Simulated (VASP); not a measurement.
# BAs (F-43m) in VASP: relaxation of cell and atoms with r2SCAN

Aim: the relaxation of cell and atoms of BAs with r2SCAN.

Everything below comes from runs of VASP 6.6.1. Logs are shortened: lines on timing, memory, paths and dates and some standing lists are left out, and cuts for length are marked.

## (1) The structure

It takes space group F-43m (No. 216, cubic). Conventional cell: a = 4.777 Å, b = 4.777 Å, c = 4.777 Å, α = 90.00°, β = 90.00°, γ = 90.00°. Around B (site symmetry -43m) lie 4 As at 2.07 Å. Around As (site symmetry -43m) lie 4 B at 2.07 Å.

## (2) Relaxation of cell and atoms, r2SCAN

INCAR reads:

```
SYSTEM = BAs
  PREC = Accurate
  ENCUT = 600
  EDIFF = 1E-7
  ISMEAR = 0
  SIGMA = 0.02
  LREAL = .False.
  LASPH = .True.
  NELM = 100
  ALGO = Normal
  ISIF = 3
  LWAVE = .False.
  LCHARG = .False.
  METAGGA = R2SCAN
  LMIXTAU = .True.
  IBRION = 2
  NSW = 80
  EDIFFG = -0.004
```

KPOINTS reads:

```
Automatic mesh
0
Gamma
  10 10 10
  0 0 0
```

POSCAR reads:

```
BAs
1.0
    0.0000000000      2.3885000000      2.3885000000
    2.3885000000      0.0000000000      2.3885000000
    2.3885000000      2.3885000000      0.0000000000
B As
1 1
Direct
    0.0000000000      0.0000000000      0.0000000000
    0.2500000000      0.2500000000      0.2500000000
```

Potentials or basis: VASP PAW PBE potentials, release 64 (B, As).

On the command line:

```
$ cat potpaw_PBE.64/B/POTCAR potpaw_PBE.64/As/POTCAR > POTCAR
$ mpirun -np 1 vasp_std > vasp.out
```

OUTCAR:

```text
SYSTEM = BAs
   PREC = Accurate
   ENCUT = 600
   EDIFF = 1E-7
   ISMEAR = 0
   LREAL = .False.
   LASPH = .True.
   NELM = 100
   ISIF = 3
   METAGGA = R2SCAN
   IBRION = 2
   NSW = 80
   EDIFFG = -0.004

 ion  position               nearest neighbor table
   1  0.000  0.000  0.000-   2 2.07   2 2.07   2 2.07   2 2.07
   2  0.250  0.250  0.250-   1 2.07   1 2.07   1 2.07   1 2.07

  LATTYP: Found a face centered cubic cell.
 ALAT       =     4.7770000000

  Lattice vectors:

 A1 = (   0.0000000000,   2.3885000000,   2.3885000000)
 A2 = (   2.3885000000,   0.0000000000,   2.3885000000)
 A3 = (   2.3885000000,   2.3885000000,   0.0000000000)

Analysis of symmetry for initial positions (statically):
=====================================================================
 Subroutine PRICEL returns:
 Original cell was already a primitive cell.

 Routine SETGRP: Setting up the symmetry group for a
 face centered cubic supercell.

 Subroutine GETGRP returns: Found 24 space group operations
 (whereof 24 operations were pure point group operations)
 out of a pool of 48 trial point group operations.

The static configuration has the point symmetry T_d .

Analysis of symmetry for dynamics (positions and initial velocities):
=====================================================================
 Subroutine PRICEL returns:
 Original cell was already a primitive cell.

 Routine SETGRP: Setting up the symmetry group for a
 face centered cubic supercell.

 Subroutine GETGRP returns: Found 24 space group operations
 (whereof 24 operations were pure point group operations)
 out of a pool of 48 trial point group operations.

The dynamic configuration has the point symmetry T_d .

 Subroutine INISYM returns: Found 24 space group operations
 (whereof 24 operations are pure point group operations),
 and found     1 'primitive' translations

----------------------------------------------------------------------------------------

                                     Primitive cell

  volume of cell :      27.2525

  direct lattice vectors                    reciprocal lattice vectors
     0.000000000  2.388500000  2.388500000    -0.209336404  0.209336404  0.209336404
     2.388500000  0.000000000  2.388500000     0.209336404 -0.209336404  0.209336404
     2.388500000  2.388500000  0.000000000     0.209336404  0.209336404 -0.209336404

  length of vectors
     3.377849094  3.377849094  3.377849094     0.362581287  0.362581287  0.362581287

  position of ions in fractional coordinates (direct lattice)
     0.000000000  0.000000000  0.000000000
     0.250000000  0.250000000  0.250000000

  ion indices of the primitive-cell ions
   primitive index   ion index
                 1           1
                 2           2

----------------------------------------------------------------------------------------

 KPOINTS: Automatic mesh

Automatic generation of k-mesh.
 Grid dimensions read from file:
 generate k-points for:   10   10   10

 Generating k-lattice:

  Cartesian coordinates                     Fractional coordinates (reciprocal lattice)
    -0.020933640  0.020933640  0.020933640     0.100000000  0.000000000  0.000000000
     0.020933640 -0.020933640  0.020933640     0.000000000  0.100000000  0.000000000
     0.020933640  0.020933640 -0.020933640     0.000000000  0.000000000  0.100000000

  Length of vectors
     0.036258129  0.036258129  0.036258129

  Shift w.r.t. Gamma in fractional coordinates (k-lattice)
     0.000000000  0.000000000  0.000000000

 Subroutine IBZKPT returns following result:
 ===========================================

 Found     47 irreducible k-points:

 Following reciprocal coordinates:
            Coordinates               Weight
  0.000000  0.000000  0.000000      1.000000
  0.100000  0.000000  0.000000      8.000000
  0.200000  0.000000  0.000000      8.000000
  0.300000  0.000000  0.000000      8.000000
  0.400000  0.000000  0.000000      8.000000
  0.500000  0.000000  0.000000      4.000000
[... 16 lines left out ...]
  0.300000  0.300000  0.000000      6.000000
  0.400000  0.300000  0.000000     24.000000
 [... further k-points ...]
   k-points           NKPTS =     47   k-points in BZ     NKDIM =     47   number of bands    NBANDS=      8
   number of dos      NEDOS =    301   number of ions     NIONS =      2
   total plane-waves  NPLWV =  21952
   dimension x,y,z NGX =    28 NGY =   28 NGZ =   28
   dimension x,y,z NGXF=    56 NGYF=   56 NGZF=   56
   ions per type =               1   1
   NGX,Y,Z   is equivalent  to a cutoff of  13.78, 13.78, 13.78 a.u.
   NGXF,Y,Z  is equivalent  to a cutoff of  27.56, 27.56, 27.56 a.u.
 SYSTEM =  BAs
   PREC   = accura    normal or accurate (medium, high low for compatibility)
   ISTART =      0    job   : 0-new  1-cont  2-samecut
   ICHARG =      2    charge: 1-file 2-atom 10-const
   ISPIN  =      1    spin polarized calculation?
   LNONCOLLINEAR =      F non collinear calculations
   LSORBIT =      F    spin-orbit coupling
   LASPH  =      T    aspherical Exc in radial PAW
   ENCUT  =  600.0 eV  44.10 Ry    6.64 a.u.   6.75  6.75  6.75*2*pi/ulx,y,z
   NELM   =    100;   NELMIN=  2; NELMDL= -5     # of ELM steps
   EDIFF  = 0.1E-06   stopping-criterion for ELM
   LREAL  =      F    real-space projection
   EDIFFG = -.4E-02   stopping-criterion for IOM
   NSW    =     80    number of steps for IOM
   IBRION =      2    ionic relax: 0-MD 1-quasi-New 2-CG
   NFREE  =      1    steps in history (QN), initial steepest desc. (CG)
   ISIF   =      3    stress and relaxation
   ISYM   =      2    0-nonsym 1-usesym 2-fastsym
   POTIM  = 0.5000    time-step for ionic-motion
   TEBEG  =    0.0;   TEEND  =   0.0 temperature during run
   PSTRESS=    0.0 pullay stress
   NELECT =       8.0000    total number of electrons
   NUPDOWN=      -1.0000    fix difference up-down
   EMIN   =  10.00;   EMAX   =-10.00  energy-range for DOS
   EFERMI =   0.00;   METHOD = LEGACY
   ISMEAR =     0;   SIGMA  =   0.02  broadening in eV -4-tet -1-fermi 0-gaus
   EFERMI_NEDOS =   21; number of points for ismear=-14 and -15
   IALGO  =     38    algorithm
   IMIX   =      4    mixing-type and parameters
     AMIX     =   0.40;   BMIX     =  1.00
     AMIX_MAG =   1.60;   BMIX_MAG =  1.00
  volume/ion in A,a.u.               =      13.63        91.95
  Fermi-wavevector in a.u.,A,eV,Ry     =   1.088018  2.056057 16.106360  1.183784
  Thomas-Fermi vector in A             =   2.224191
   LORBIT       =      0    0 simple, 1 ext, 2 COOP (PROOUT), +10 PAW based schemes
   METAGGA = R2SCAN    functional components
   LHFCALC =     F    Hartree Fock is set to
   AEXX    =    0.0000 exact exchange contribution
   IVDW    =     0    specifies the selected vdW correction
   LEPSILON=     F    determine dielectric tensor
   LRPA    =     F    only Hartree local field effects (RPA)
 conjugate gradient relaxation of ions
 non-spin polarized calculation
 Gauss-broadening in eV      SIGMA  =   0.02
  energy-cutoff  :      600.00
  volume of cell :       27.25
 maximum number of plane-waves:       941
   NGX = 13   NGY = 13   NGZ = 13

--------------------------------------- Ionic step        1  -------------------------------------------

 number of electron       8.0000000 magnetization

 Free energy of the ion-electron system (eV)
  ---------------------------------------------------
  ext. energy  EPLUGINS =         0.00000000
  ---------------------------------------------------
  free energy    TOTEN  =       -22.25708717 eV

  energy without entropy =      -22.25708717  energy(sigma->0) =      -22.25708717

------------------------ aborting loop because EDIFF is reached ----------------------------------------

  FORCE on cell =-STRESS in cart. coord.  units (eV):
  Direction    XX          YY          ZZ          XY          YZ          ZX
  --------------------------------------------------------------------------------------
  -------------------------------------------------------------------------------------
  Total        0.1459789      0.1459789      0.1459789      0.0000000     -0.0000000     -0.0000000
  in kB        8.5821265      8.5821265      8.5821265      0.0000000     -0.0000000     -0.0000000
  external PRESSURE =       8.5821265 kB  Pullay stress =       0.0000000 kB
[... 57 lines left out ...]
  energy  without entropy=      -22.2572500399  energy(sigma->0) =      -22.25725004

--------------------------------------- Ionic step        3  -------------------------------------------

 number of electron       8.0000000 magnetization

 Free energy of the ion-electron system (eV)
  ---------------------------------------------------
  ext. energy  EPLUGINS =         0.00000000
  ---------------------------------------------------
  free energy    TOTEN  =       -22.25751227 eV

  energy without entropy =      -22.25751227  energy(sigma->0) =      -22.25751227

 E-fermi :   6.1306     XC(G=0): -11.1067

 val. band max:        5.9576849333   @ k =   0.0000   0.0000   0.0000
 cond. band min:       7.3345757260   @ k =   0.4000   0.4000   0.0000
 fundamental gap:      1.3768907927
 Fermi energy:         6.1306214957

 k-point     1 :       0.0000    0.0000    0.0000
  band No.  band energies     occupation
      1     -10.1444      2.00000
      2       5.9577      2.00000
      3       5.9577      2.00000
      4       5.9577      2.00000
      5       9.3967      0.00000
      6       9.3967      0.00000
      7       9.3967      0.00000
      8      11.0321      0.00000
[... 243 lines left out ...]
 k-point    24 :       0.4000    0.3000    0.0000
  band No.  band energies     occupation
      1      -7.3731      2.00000
      2      -0.8555      2.00000
      3       1.7992      2.00000
      4       2.2951      2.00000
      5       7.8674      0.00000
      6       9.6660      0.00000
      7      15.3305      0.00000
      8      15.5634      0.00000

 [... further k-points ...]
[... 5 lines left out ...]
  --------------------------------------------------------------------------------------
  -------------------------------------------------------------------------------------
  Total        0.0023255      0.0023255      0.0023255      0.0000000      0.0000000      0.0000000
  in kB        0.1359177      0.1359177      0.1359177      0.0000000      0.0000000      0.0000000
  external PRESSURE =       0.1359177 kB  Pullay stress =       0.0000000 kB
[... 17 lines left out ...]
  FREE ENERGIE OF THE ION-ELECTRON SYSTEM (eV)
  ---------------------------------------------------
  free  energy   TOTEN  =       -22.2575122687 eV

  energy  without entropy=      -22.2575122687  energy(sigma->0) =      -22.25751227

 reached required accuracy - stopping structural energy minimisation
```

It took 2.2 min on 1 thread of Intel Xeon 6975P-C (Granite Rapids), shared host; peak memory 0.17 GiB.

Results:

```
Free energy                            : -22.2575 eV
Relaxed volume                         : 13.71 Å³/atom
Relaxed cell                           : a = 3.384 Å, b = 3.384 Å, c = 3.384 Å, α = 60.00°, β = 60.00°, γ = 60.00°
Space group after relaxing (to 0.05 Å) : F-43m (No. 216)
Energy gained by relaxing              : 0.2 meV/atom
Ionic steps                            : 3
Pressure after relaxing                : 0.0 GPa
Band gap on the k mesh                 : 1.38 eV, indirect (least direct gap 3.44 eV)
```

Step by step:
```
step  energy change (eV)  largest force (eV/Å)  pressure (GPa)  volume (Å³)
   1              0.0000                0.0000            0.86        27.25
   2             -0.0002                0.0000           -0.65        27.54
   3             -0.0004                0.0000            0.01        27.41
```

Final structure:
```cif
data_structure
_symmetry_space_group_name_H-M 'P 1'
_symmetry_Int_Tables_number 1
_cell_length_a 3.3845
_cell_length_b 3.3845
_cell_length_c 3.3845
_cell_angle_alpha 60.000
_cell_angle_beta 60.000
_cell_angle_gamma 60.000
_cell_volume 27.41
loop_
_atom_site_label
_atom_site_type_symbol
_atom_site_fract_x
_atom_site_fract_y
_atom_site_fract_z
_atom_site_occupancy
B1 B 0.00000 0.00000 0.00000 1
As1 As 0.25000 0.25000 0.25000 1
```

Caveat: the PAW data sets were made with another functional, which shifts forces and pressure a little.
